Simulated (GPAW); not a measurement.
# Cs2SnI6 (Fm-3m) in GPAW: phonons with PBE

Aim: the phonons of Cs2SnI6 with PBE.

Program: GPAW 26.7.0. These are calculated values, not measurements. Logs are shortened: lines on timing, memory, paths and dates and some standing lists are left out, and cuts for length are marked. The log counts tension as positive stress, the text compression.

**Experimental background.**

From “Changes in charge density vs changes in formal oxidation states: The case of Sn halide perovskites and their ordered vacancy analogues”, 2017, arxiv:1705.01565, for a powder of Cs2SnI6: band gap 1.3 eV (optical).

How close the calculation comes is told below.

### Step 1. The crystal as given

It takes space group Fm-3m (No. 225, cubic). Conventional cell: a = 11.628 Å, b = 11.628 Å, c = 11.628 Å, α = 90.00°, β = 90.00°, γ = 90.00°. Cs (site symmetry -43m) has 12 I at 4.11 Å as nearest neighbours. I (site symmetry 4mm) is surrounded by 1 Sn at 2.85 Å. Sn (site symmetry m-3m) is surrounded by 6 I at 2.85 Å.

### Step 2. Phonons, PBE

run.py

```python
import json
import numpy as np
from ase import Atoms
from ase.constraints import FixSymmetry
from ase.filters import FrechetCellFilter
from ase.io import read, write
from ase.optimize import BFGS
from phonopy import Phonopy
from phonopy.structure.atoms import PhonopyAtoms
from gpaw import GPAW, PW

atoms = read('POSCAR')

calc = GPAW(mode=PW(600),
            xc='PBE',
            kpts={'size': (3, 3, 3), 'gamma': True},
            occupations={'name': 'fermi-dirac', 'width': 0.05},
            nbands=60,
            convergence={'density': 1e-06, 'eigenstates': 1e-09},
            maxiter=150,
            txt='gpaw.txt')
atoms.calc = calc
atoms.set_constraint(FixSymmetry(atoms))
BFGS(FrechetCellFilter(atoms), trajectory='relax.traj', logfile='-').run(fmax=0.005, steps=40)
atoms.set_constraint()
energy = atoms.get_potential_energy()
forces = atoms.get_forces()
stress = atoms.get_stress()
calc.write('gs.gpw')
write('result.traj', atoms)
print('Cell:', atoms.cell.cellpar().round(4))
print(atoms.get_scaled_positions().round(5))

def force_constants(scale):
    unit = PhonopyAtoms(symbols=atoms.get_chemical_symbols(), cell=atoms.cell[:] * scale**(1 / 3),
                        scaled_positions=atoms.get_scaled_positions())
    ph = Phonopy(unit, supercell_matrix=np.diag([1, 1, 1]), primitive_matrix=np.eye(3), symprec=1e-4)
    ph.generate_displacements(distance=0.01)
    forces = []
    for i, sc in enumerate(ph.supercells_with_displacements):
        a = Atoms(sc.symbols, cell=sc.cell, scaled_positions=sc.scaled_positions, pbc=True)
        c = GPAW(mode=PW(510),
                 xc='PBE',
                 kpts={'size': (3, 3, 3), 'gamma': True},
                 occupations={'name': 'fermi-dirac', 'width': 0.05},
                 nbands=60,
                 convergence={'density': 1e-06, 'eigenstates': 1e-09},
                 maxiter=150,
                 txt=f'disp-{scale:.3f}-{i:02d}.txt')
        a.calc = c
        f = a.get_forces()
        forces.append(f - f.mean(axis=0))
        print(f'displacement {i}: drift', f.mean(axis=0).round(5), flush=True)
    ph.forces = forces
    ph.produce_force_constants()
    ph.symmetrize_force_constants()
    return ph

qpoints = [[0.0, 0.0, 0.0]]
results = {}
for scale in [1.0]:
    ph = force_constants(scale)
    ph.run_qpoints(qpoints)
    nu = ph.qpoints.frequencies * 33.35641  # THz to cm^-1
    results[f'{scale:.3f}'] = nu.tolist()
    for qp, f in zip(qpoints, nu):
        print(scale, np.round(qp, 4), f.round(2))
json.dump(results, open('phonons.json', 'w'))
```

POSCAR

```
Cs2SnI6
1.0
    0.0000000000      5.8138000000      5.8138000000
    5.8138000000      0.0000000000      5.8138000000
    5.8138000000      5.8138000000      0.0000000000
Cs I Sn
2 6 1
Direct
    0.7500000000      0.7500000000      0.7500000000
    0.2500000000      0.2500000000      0.2500000000
    0.7546400000      0.7546400000      0.2453600000
    0.2453600000      0.2453600000      0.7546400000
    0.7546400000      0.2453600000      0.7546400000
    0.2453600000      0.7546400000      0.7546400000
    0.2453600000      0.7546400000      0.2453600000
    0.7546400000      0.2453600000      0.2453600000
    0.0000000000      0.0000000000      0.0000000000
```

Potentials or basis: GPAW PAW data sets (gpaw-data 1.2.1), pw.

On the command line:

```sh
$ OMP_NUM_THREADS=1 python run.py
```

gpaw.txt:

```text
__  _  _
 | _ |_)|_||  |
 |__||  | ||/\| - 26.7.0

Input parameters:
  mode=PW(ecut=600.0),
  convergence={'density': 1e-06, 'eigenstates': 1e-09},
  kpts=MonkhorstPack(size=(3, 3, 3), gamma=True),
  maxiter=150,
  nbands=60,
  occupations=Occupations(name='fermi-dirac', width=0.05),
  xc=XC(name='PBE')

Diagonalizing LCAO Hamiltonian
Converting LCAO to pw mode

                                  Cs

                         I
                           I
[... 11 lines left out ...]
Atoms  # Å, Bohr magnetons
|   | symbol |         x |         y |        z |    initial magnetic moments |
|---|--------|-----------|-----------|----------|-----------------------------|
| 0 |     Cs |  8.720700 |  8.720700 | 8.720700 | ( 0.0000,  0.0000,  0.0000) |
| 1 |     Cs |  2.906900 |  2.906900 | 2.906900 | ( 0.0000,  0.0000,  0.0000) |
| 2 |      I |  5.813800 |  5.813800 | 8.774652 | ( 0.0000,  0.0000,  0.0000) |
| 3 |      I |  5.813800 |  5.813800 | 2.852948 | ( 0.0000,  0.0000,  0.0000) |
| 4 |      I |  5.813800 |  8.774652 | 5.813800 | ( 0.0000,  0.0000,  0.0000) |
| 5 |      I |  8.774652 |  5.813800 | 5.813800 | ( 0.0000,  0.0000,  0.0000) |
| 6 |      I |  5.813800 |  2.852948 | 5.813800 | ( 0.0000,  0.0000,  0.0000) |
| 7 |      I |  2.852948 |  5.813800 | 5.813800 | ( 0.0000,  0.0000,  0.0000) |
| 8 |     Sn | -0.000000 | -0.000000 | 0.000000 | ( 0.0000,  0.0000,  0.0000) |

Unit cell  # Å
| periodic |        x |        y |        z |  lengths |    angles |
|----------|----------|----------|----------|----------|-----------|
|      yes | 0.000000 | 5.813800 | 5.813800 | 8.221955 | 60.000000 |
|      yes | 5.813800 | 0.000000 | 5.813800 | 8.221955 | 60.000000 |
|      yes | 5.813800 | 5.813800 | 0.000000 | 8.221955 | 60.000000 |

Number of symmetries: 48
Symmetry operations  # r_c * U_cc + t_c -> r_c
|    | kind |            matrix            |
|----|------|------------------------------|
|  0 |  σ   |  1, 0, 0,  1, 0,-1,  1,-1, 0 |
|  1 |  C2  |  1, 0, 0,  1,-1, 0,  1, 0,-1 |
|  2 |  E   |  1, 0, 0,  0, 1, 0,  0, 0, 1 |
|  3 |  σ   |  1, 0, 0,  0, 0, 1,  0, 1, 0 |
|  4 |  C4  |  1, 0,-1,  1, 0, 0,  1,-1, 0 |
|  5 |  S6  |  1, 0,-1,  1,-1, 0,  1, 0, 0 |
|  6 |  σ   |  1, 0,-1,  0, 1,-1,  0, 0,-1 |
|  7 |  C3  |  1, 0,-1,  0, 0,-1,  0, 1,-1 |
|  8 |  S6  |  1,-1, 0,  1, 0, 0,  1, 0,-1 |
[... 187 lines left out ...]
SCF iterations
|iter     | |      energy | eigst |  dens |
|---------|-|-------------|-------|-------|
|iter:   1| |  -23.293667 | +0.06 |       |
|iter:   2| |  -23.305026 | -1.85 | -1.33 |
|iter:   3| |  -23.013462 | -2.47 | -1.37 |
|iter:   4| |  -22.899128 | -2.63 | -1.63 |
|iter:   5| |  -22.881208 | -3.39 | -2.01 |
|iter:   6| |  -22.880958c| -4.48 | -2.62 |
|iter:   7| |  -22.880984c| -5.39 | -3.21 |
|iter:   8| |  -22.881001c| -6.60 | -3.78 |
|iter:   9| |  -22.881000c| -7.79 | -4.57 |
|iter:  10| |  -22.881001c| -8.71 | -5.15 |
|iter:  11| |  -22.881001c| -9.70c| -5.73 |
|iter:  12| |  -22.881001c|-10.11c| -6.31c|

Converged in 12 steps
Energy contributions relative to reference atoms: (reference = -1752855.620277)

Energy contributions:
  Kinetic:          52.464568
  Coulomb:         -47.915070
  Zero:             -0.222644
  External:          0.000000
  Xc:              -27.203466
  Entropy:          -0.008777
  Spinorbit:         0.000000
  ----------------------------
  Free energy:     -22.885389
  Extrapolated:    -22.881001
[... 70 lines left out ...]
Atoms  # Å, Bohr magnetons
|   | symbol |         x |         y |        z |    initial magnetic moments |
|---|--------|-----------|-----------|----------|-----------------------------|
| 0 |     Cs |  8.726786 |  8.726786 | 8.726786 | ( 0.0000,  0.0000,  0.0000) |
| 1 |     Cs |  2.908929 |  2.908929 | 2.908929 | ( 0.0000,  0.0000,  0.0000) |
| 2 |      I |  5.817857 |  5.817857 | 8.776619 | ( 0.0000,  0.0000,  0.0000) |
| 3 |      I |  5.817857 |  5.817857 | 2.859096 | ( 0.0000,  0.0000,  0.0000) |
| 4 |      I |  5.817857 |  8.776619 | 5.817857 | ( 0.0000,  0.0000,  0.0000) |
| 5 |      I |  8.776619 |  5.817857 | 5.817857 | ( 0.0000,  0.0000,  0.0000) |
| 6 |      I |  5.817857 |  2.859096 | 5.817857 | ( 0.0000,  0.0000,  0.0000) |
| 7 |      I |  2.859096 |  5.817857 | 5.817857 | ( 0.0000,  0.0000,  0.0000) |
| 8 |     Sn | -0.000000 | -0.000000 | 0.000000 | ( 0.0000,  0.0000,  0.0000) |

Unit cell  # Å
| periodic |         x |         y |         z |  lengths |    angles |
|----------|-----------|-----------|-----------|----------|-----------|
|      yes | -0.000000 |  5.817857 |  5.817857 | 8.227692 | 60.000000 |
|      yes |  5.817857 | -0.000000 |  5.817857 | 8.227692 | 60.000000 |
|      yes |  5.817857 |  5.817857 | -0.000000 | 8.227692 | 60.000000 |

Number of symmetries: 48
Symmetry operations  # r_c * U_cc + t_c -> r_c
|    | kind |            matrix            |
|----|------|------------------------------|
[... 644 lines left out ...]
|  8 |  S6  |  1,-1, 0,  1, 0, 0,  1, 0,-1 |
[... 187 lines left out ...]
SCF iterations
|iter     | |      energy | eigst |  dens |
|---------|-|-------------|-------|-------|
|iter:   1| |  -23.008331 | -2.77 |       |
|iter:   2| |  -22.995455 | -4.29 | -2.03 |
|iter:   3| |  -22.967990 | -3.56 | -2.10 |
|iter:   4| |  -22.967249c| -5.16 | -2.85 |
|iter:   5| |  -22.967057c| -5.75 | -3.24 |
|iter:   6| |  -22.967046c| -6.61 | -3.71 |
|iter:   7| |  -22.967046c| -7.62 | -4.34 |
|iter:   8| |  -22.967046c| -8.78 | -5.02 |
|iter:   9| |  -22.967046c| -
[... cut ...]
-0.000000 | -0.000000 | ( 0.0000,  0.0000,  0.0000) |

Unit cell  # Å
| periodic |         x |         y |        z |  lengths |    angles |
|----------|-----------|-----------|----------|----------|-----------|
|      yes | -0.000000 |  6.033861 | 6.033861 | 8.533169 | 60.000000 |
|      yes |  6.033861 | -0.000000 | 6.033861 | 8.533169 | 60.000000 |
|      yes |  6.033861 |  6.033861 | 0.000000 | 8.533169 | 60.000000 |

Number of symmetries: 48
Symmetry operations  # r_c * U_cc + t_c -> r_c
|    | kind |            matrix            |
|----|------|------------------------------|
|  0 |  σ   |  1, 0, 0,  1, 0,-1,  1,-1, 0 |
|  1 |  C2  |  1, 0, 0,  1,-1, 0,  1, 0,-1 |
|  2 |  E   |  1, 0, 0,  0, 1, 0,  0, 0, 1 |
|  3 |  σ   |  1, 0, 0,  0, 0, 1,  0, 1, 0 |
|  4 |  C4  |  1, 0,-1,  1, 0, 0,  1,-1, 0 |
|  5 |  S6  |  1, 0,-1,  1,-1, 0,  1, 0, 0 |
|  6 |  σ   |  1, 0,-1,  0, 1,-1,  0, 0,-1 |
|  7 |  C3  |  1, 0,-1,  0, 0,-1,  0, 1,-1 |
|  8 |  S6  |  1,-1, 0,  1, 0, 0,  1, 0,-1 |
[... 187 lines left out ...]
SCF iterations
|iter     | |      energy | eigst |  dens |
|---------|-|-------------|-------|-------|
|iter:   1| |  -23.519348 | -1.78 |       |
|iter:   2| |  -23.362995 | -3.59 | -1.53 |
|iter:   3| |  -23.051652 | -2.46 | -1.61 |
|iter:   4| |  -23.048171 | -4.18 | -2.53 |
|iter:   5| |  -23.047749c| -5.31 | -2.94 |
|iter:   6| |  -23.047726c| -6.27 | -3.37 |
|iter:   7| |  -23.047726c| -7.50 | -4.07 |
|iter:   8| |  -23.047727c| -8.31 | -4.56 |
|iter:   9| |  -23.047727c| -9.31c| -5.32 |
|iter:  10| |  -23.047727c| -9.31c| -5.94 |
|iter:  11| |  -23.047727c|-10.01c| -6.56c|

Converged in 11 steps
Energy contributions relative to reference atoms: (reference = -1752855.620277)

Energy contributions:
  Kinetic:          34.826795
  Coulomb:         -33.721762
  Zero:             -0.199991
  External:          0.000000
  Xc:              -23.950292
  Entropy:          -0.004952
  Spinorbit:         0.000000
  ----------------------------
  Free energy:     -23.050203
  Extrapolated:    -23.047727
[... 28 lines left out ...]
Gap: 0.276 eV
Transition (v -> c):
  (s=0, k=0, n=36, [0.00, 0.00, 0.00]) -> (s=0, k=0, n=37, [0.00, 0.00, 0.00])
No difference between direct/indirect transitions

Stress tensor  # eV/Ang^3
|         x |         y |        z |
|-----------|-----------|----------|
|  0.000188 | -0.000000 | 0.000000 |
| -0.000000 |  0.000188 | 0.000000 |
|  0.000000 |  0.000000 | 0.000188 |

Forces  # eV/Ang
|        x |        y |        z |
|----------|----------|----------|
|  0.00000 | -0.00000 |  0.00000 |  # Cs   0
|  0.00000 | -0.00000 | -0.00000 |  # Cs   1
| -0.00000 | -0.00000 |  0.00201 |  # I    2
|  0.00000 |  0.00000 | -0.00201 |  # I    3
|  0.00000 |  0.00201 |  0.00000 |  # I    4
|  0.00201 |  0.00000 | -0.00000 |  # I    5
| -0.00000 | -0.00201 | -0.00000 |  # I    6
| -0.00201 | -0.00000 |  0.00000 |  # I    7
|  0.00000 |  0.00000 |  0.00000 |  # Sn   8
[... 16 lines left out ...]
       Sn

Atoms  # Å, Bohr magnetons
|   | symbol |         x |         y |         z |    initial magnetic moments |
|---|--------|-----------|-----------|-----------|-----------------------------|
| 0 |     Cs |  9.042904 |  9.042904 |  9.042904 | ( 0.0000,  0.0000,  0.0000) |
| 1 |     Cs |  3.014301 |  3.014301 |  3.014301 | ( 0.0000,  0.0000,  0.0000) |
| 2 |      I |  6.028602 |  6.028602 |  9.146090 | ( 0.0000,  0.0000,  0.0000) |
| 3 |      I |  6.028602 |  6.028602 |  2.911115 | ( 0.0000,  0.0000,  0.0000) |
| 4 |      I |  6.028602 |  9.146090 |  6.028602 | ( 0.0000,  0.0000,  0.0000) |
| 5 |      I |  9.146090 |  6.028602 |  6.028602 | ( 0.0000,  0.0000,  0.0000) |
| 6 |      I |  6.028602 |  2.911115 |  6.028602 | ( 0.0000,  0.0000,  0.0000) |
| 7 |      I |  2.911115 |  6.028602 |  6.028602 | ( 0.0000,  0.0000,  0.0000) |
| 8 |     Sn | -0.000000 | -0.000000 | -0.000000 | ( 0.0000,  0.0000,  0.0000) |

Unit cell  # Å
| periodic |         x |         y |        z |  lengths |    angles |
|----------|-----------|-----------|----------|----------|-----------|
|      yes | -0.000000 |  6.028602 | 6.028602 | 8.525731 | 60.000000 |
|      yes |  6.028602 | -0.000000 | 6.028602 | 8.525731 | 60.000000 |
|      yes |  6.028602 |  6.028602 | 0.000000 | 8.525731 | 60.000000 |

Number of symmetries: 48
Symmetry operations  # r_c * U_cc + t_c -> r_c
|    | kind |            matrix            |
|----|------|------------------------------|
|  0 |  σ   |  1, 0, 0,  1, 0,-1,  1,-1, 0 |
|  1 |  C2  |  1, 0, 0,  1,-1, 0,  1, 0,-1 |
|  2 |  E   |  1, 0, 0,  0, 1, 0,  0, 0, 1 |
|  3 |  σ   |  1, 0, 0,  0, 0, 1,  0, 1, 0 |
|  4 |  C4  |  1, 0,-1,  1, 0, 0,  1,-1, 0 |
|  5 |  S6  |  1, 0,-1,  1,-1, 0,  1, 0, 0 |
|  6 |  σ   |  1, 0,-1,  0, 1,-1,  0, 0,-1 |
|  7 |  C3  |  1, 0,-1,  0, 0,-1,  0, 1,-1 |
|  8 |  S6  |  1,-1, 0,  1, 0, 0,  1, 0,-1 |
[... 243 lines left out ...]
Gap: 0.270 eV
Transition (v -> c):
  (s=0, k=0, n=36, [0.00, 0.00, 0.00]) -> (s=0, k=0, n=37, [0.00, 0.00, 0.00])
No difference between direct/indirect transitions

Stress tensor  # eV/Ang^3
|        x |         y |         z |
|----------|-----------|-----------|
| 0.000067 |  0.000000 |  0.000000 |
| 0.000000 |  0.000067 | -0.000000 |
| 0.000000 | -0.000000 |  0.000067 |

Forces  # eV/Ang
|        x |        y |        z |
|----------|----------|----------|
|  0.00000 | -0.00000 |  0.00000 |  # Cs   0
| -0.00000 |  0.00000 |  0.00000 |  # Cs   1
| -0.00000 | -0.00000 |  0.00087 |  # I    2
|  0.00000 |  0.00000 | -0.00087 |  # I    3
|  0.00000 |  0.00087 |  0.00000 |  # I    4
|  0.00087 |  0.00000 | -0.00000 |  # I    5
| -0.00000 | -0.00087 | -0.00000 |  # I    6
| -0.00087 | -0.00000 |  0.00000 |  # I    7
|  0.00000 | -0.00000 | -0.00000 |  # Sn   8

# Writing to gs.gpw (mode='')
```

Wall time 32 min (1 thread of Arm Neoverse V1, shared host); peak memory 1.3 GiB.

What came out:

```yaml
Free_energy: -23.0503 eV
Relaxed_volume: 48.69 Å³/atom
Relaxed_cell: a = 8.526 Å, b = 8.526 Å, c = 8.526 Å, α = 60.00°, β = 60.00°, γ = 60.00°
Space_group_after_relaxing_to_0.05_Å: Fm-3m (No. 225)
Pressure_after_relaxing: 0.0 GPa
Band_gap_on_the_k_mesh: 0.27 eV, direct
Highest_phonon_frequency_at_Γ_LO-TO_splitting_left_out: 150 cm⁻¹
```

Final structure:
```yaml
crystal:
  lattice:
    - [0.00000, 6.02860, 6.02860]
    - [6.02860, 0.00000, 6.02860]
    - [6.02860, 6.02860, 0.00000]
  atoms:
    - { symbol: Cs, position: [0.75000, 0.75000, 0.75000] }
    - { symbol: Cs, position: [0.25000, 0.25000, 0.25000] }
    - { symbol: I, position: [0.75856, 0.75856, 0.24144] }
    - { symbol: I, position: [0.24144, 0.24144, 0.75856] }
    - { symbol: I, position: [0.75856, 0.24144, 0.75856] }
    - { symbol: I, position: [0.24144, 0.75856, 0.75856] }
    - { symbol: I, position: [0.24144, 0.75856, 0.24144] }
    - { symbol: I, position: [0.75856, 0.24144, 0.24144] }
    - { symbol: Sn, position: [0.00000, 0.00000, 0.00000] }
```

Levels at points of the mesh, in eV from the valence-band top:
```tsv
k point	band 33	band 34	band 35	band 36	band 37	band 38	band 39	band 40	band 41	band 42
(0.00, 0.00, 0.00)	-0.44	-0.44	0.00	0.00	0.00	0.27	4.03	4.03	4.03	4.04
```

Phonon frequencies in cm⁻¹ (negative: imaginary):
```tsv
q point	frequencies
(0.000, 0.000, 0.000)	-8 -8 -8 0 0 0 28 28 28 29 29 29 42 42 42 64 64 64 74 74 74 87 87 110 150 150 150
```

Caveat: the cutoff is short for stress and forces, so pressures can be off by a GPa or more; the LO-TO splitting is left out; spin-orbit coupling is left out, which moves the levels of the heavy elements.

### Step 3. Against experiment

Step 2. Against the measured gap of Cs2SnI6, 1.3 eV (optical; powder; “Changes in charge density vs changes in formal oxidation states: The case of Sn halide perovskites and their ordered vacancy analogues”, 2017, arxiv:1705.01565), the calculated 0.27 eV is off by -1.03 eV. So large a miss can be the level of theory's own, or it may mean another phase, state or a wrong row. Spin-orbit coupling on Cs, I, Sn is left out. The value is that of PBE, without temperature or zero-point motion. Semilocal functionals fall short of measured gaps as a rule.
